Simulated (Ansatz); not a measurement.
Six crystals in the fcc structure, computed with PBE in Ansatz (plane waves, PAW datasets (generated soft set 1); cutoff 420 eV), no spin polarisation, no spin–orbit coupling, Fermi–Dirac smearing of 0.061 eV, k-spacing 0.06 Å⁻¹.

Task: Rank them by lattice constant, smallest first.
A. Ag
B. Sm
C. N
D. Yb
E. Tl
F. Y

Result: C (3.121 Å), A (4.148 Å), B (4.508 Å), E (4.993 Å), F (5.064 Å), D (5.224 Å).

Model structures, not the usual forms at ambient conditions (metastable or hypothetical): Tl, Y, N, Sm. Spin–orbit coupling is left out, which matters for 6p elements such as Tl, Pb and Bi. The open f shell of Sm is treated without spin here, so this is a model state and not the ground state. Semilocal functionals place the filled 4f shell of Yb metal too near the Fermi level and overbind it.
